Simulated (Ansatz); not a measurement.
Input of an Ansatz 0.2.0 run:

The input input.yaml:

```yaml
crystal:
  lattice:
    - [0.0, 2.735, 2.735]
    - [2.735, 0.0, 2.735]
    - [2.735, 2.735, 0.0]
  atoms:
    - { symbol: Ag, position: [0.0, 0.0, 0.0] }
    - { symbol: Cl, position: [0.5, 0.5, 0.5] }
kpoints:
  mp_grid: { grid: [8, 8, 8] }
  band_path:
    path:
      - [0.0, 0.0, 0.0]
      - [0.5, 0.0, 0.5]
      - [0.5, 0.25, 0.75]
      - [0.375, 0.375, 0.75]
      - [0.0, 0.0, 0.0]
      - [0.5, 0.5, 0.5]
      - [0.625, 0.25, 0.625]
      - [0.5, 0.25, 0.75]
    npoints: 8
scf:
  occupations: { method: fermi_dirac, width: 0.05 }
hamiltonian:
  xc: pbesol
  pseudopotentials: { kind: all_electron, datasets: crystal }
output:
  forces: true
  stress: true
  eigenvalues: true
  elf: true
  volumetric_format: npy
```

Potentials or basis: all-electron PAW datasets made for the crystal.

Run with:

```console
$ ansatz run input.yaml --threads 1 --pin off --max-ram 3072MiB --backend cpu --events-out ev --progress --plain --runs-dir out
```

Problem. Estimate the band gap along the path.

Solution. 0.73 eV, indirect (least direct gap 2.99 eV).

Problem. What does it give for the band gap on the k mesh?

Solution. 0.73 eV, indirect (least direct gap 3.18 eV).

Levels at the corners of the path, in eV from the valence-band top:
```
point  band 7  band 8  band 9  band 10  band 11  band 12
    Γ   -2.50   -2.50   -2.50     0.73    10.55    10.55
    X   -2.10   -2.10   -1.99     2.16     7.73     8.60
    W   -2.10   -2.10   -1.32     4.14     7.70     7.70
    K   -1.98   -1.78   -1.15     3.46     7.06     8.00
    Γ   -2.50   -2.50   -2.50     0.73    10.55    10.55
    L   -1.90    0.00    0.00     3.91     6.67     7.37
    U   -1.98   -1.78   -1.15     3.46     7.06     8.00
    W   -2.10   -2.10   -1.32     4.14     7.70     7.70
```

**Measured values to compare with.**

A printed reference work, data compilation reports, for a bulk crystal of AgCl: band gap 3.249 eV (indirect).

Against the measured gap of AgCl, 3.249 eV (indirect; a printed reference work, data compilation), the calculated 0.73 eV is off by -2.52 eV. So large a miss can be the level of theory's own, or it may mean another phase, state or a wrong row. Spin-orbit coupling on Ag is left out. The value is that of PBEsol, without temperature or zero-point motion. Semilocal functionals fall short of measured gaps as a rule.
